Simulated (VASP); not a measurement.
Input of a VASP 6.6.1 run:

Contents of run.py:

```python
from ase import Atoms
from ase.calculators.vasp import Vasp
from ase.dft.bandgap import bandgap

atoms = Atoms(
    ['Sc'],
    cell=[[-1.885467, 1.878368, 1.712842], [1.898376, -1.869997, 1.717907], [1.95701, 1.941539, -1.703498]],
    scaled_positions=[[0.058531, 0.073059, 0.01761]],
    pbc=True,
)
calc = Vasp(
    directory='calc',
    xc='hse06',
    pp='PBE',
    setups='recommended',
    prec='Accurate',
    encut=520,
    ediff=1e-06,
    ismear=-5,
    sigma=0.05,
    lreal=False,
    lasph=True,
    nelm=60,
    algo='Normal',
    isif=2,
    lwave=False,
    lcharg=False,
    precfock='Normal',
    ivdw=12,
    vdw_s6=1.0,
    vdw_s8=2.31,
    vdw_a1=0.383,
    vdw_a2=5.685,
    kpts=[5, 5, 5],
    gamma=True,
    nbands=12,
)
atoms.calc = calc

print('energy (eV):', atoms.get_potential_energy())
print('free energy (eV):', atoms.get_potential_energy(force_consistent=True))
print('forces (eV/A):')
print(atoms.get_forces())
print('stress (eV/A^3, Voigt):', atoms.get_stress())
print('Fermi level (eV):', calc.get_fermi_level())
gap, top, bottom = bandgap(calc)
print('band gap (eV):', gap, 'from (spin, k, band)', top, 'to', bottom)
```

Potentials or basis: VASP PAW PBE potentials, release 64 (Sc_sv).

Command:

```console
$ python run.py
```

Q: What does it give for the band gap on the k mesh?

A: None (metal or under the smearing width).

Q: Predict the pressure.

A: -2.7 GPa.

Q: Estimate the dispersion energy per atom.

A: -0.532 eV.

Stress tensor (GPa, compression positive):
```
-4.74 -2.53 -0.41
-2.53 -4.23 -0.32
-0.41 -0.32  0.74
```

Caveat: the k mesh is coarse (spacing up to 0.49 Å⁻¹), so the values aren't converged, least of all with exact exchange; the PAW data sets were made with another functional, which shifts forces and pressure a little; pairwise dispersion overbinds metals, which lowers pressure and volume; tetrahedron occupations give inexact forces and stress in metals.
